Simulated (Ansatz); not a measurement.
The cell is TiO2 on the sites of monoclinic HfO2 (relaxed group P2_1/c); cell and atoms were relaxed with r2SCAN. Around Ti lie 7 O at 1.86–2.22 Å; around O lie 4 Ti at 1.99–2.22 Å; around O lie 3 Ti at 1.86–2.03 Å.

Space group P2_1/c (No. 14). a = 4.803 Å, b = 4.867 Å, c = 5.040 Å, α = 90.00°, β = 99.87°, γ = 90.00°
```json
{"atom": "Ti", "site": "4e", "symmetry": "1", "x": "0.2770", "y": "0.4455", "z": "0.7145"}
{"atom": "O", "site": "4e", "symmetry": "1", "x": "0.4463", "y": "0.7420", "z": "0.9634"}
{"atom": "O", "site": "4e", "symmetry": "1", "x": "0.0636", "y": "0.3225", "z": "0.3521"}
```

The questions ask for values computed with the PAW code Ansatz on this geometry. No spin polarisation and no zero-point or thermal motion; the cell was built from a prototype and may be hypothetical.

(1) What gap does PBE give, and where are the band edges?

(2) How does the gap change from PBE to r2SCAN (6×6×6)?

(3) What does HSE06 give for the gap (4×4×4 mesh)?

(4) How does the gap change from PBE to PBE0 (4×4×4)?

(5) How strongly does the crystal screen a field with clamped ions (r2SCAN)?

(6) Relaxed again with PBEsol, is the cell stable at the zone centre, and where do its optical modes lie?

Answers

(1) The PBE gap is indirect, 2.33 eV (Γ to Y₂), below the direct gap of 2.44 eV at Y₂.

(2) r2SCAN gives an indirect gap of 2.70 eV, from Γ to Y₂; the least direct gap is 2.80 eV at k = (-1/2, 0, 1/6). The gap differs by +0.37 eV from PBE's.

(3) The HSE06 gap is indirect, 3.84 eV (Γ to Y₂), below the direct gap of 3.96 eV at Y₂. The gap differs by +1.51 eV from PBE's.

(4) With PBE0 the valence top lies at Γ and the conduction bottom at Y₂, 4.59 eV higher; the smallest vertical gap, at Y₂, is 4.72 eV. The gap differs by +2.26 eV from PBE's.

(5) The electronic dielectric tensor ε∞ is a tensor with principal values 6.44, 7.04, 7.20. Born charges, averaged over directions: Ti +5.46, O -2.82 to -2.63 e. The program notes that the ground state's band table doesn't vouch for all the bands that the response reads.

(6) The zone-centre optical frequencies run from 138 to 779 cm⁻¹, none imaginary (the rest of the zone wasn't tested). With the long-range field the highest mode reaches 828 cm⁻¹. The program warns that the force constants, and all that is formed from them, aren't settled on this k mesh.

Coordinates of k points refer to the reciprocal vectors of the primitive cell of the runs.

The meshes of the hybrids are coarse, so their gaps aren't converged to the digits shown.
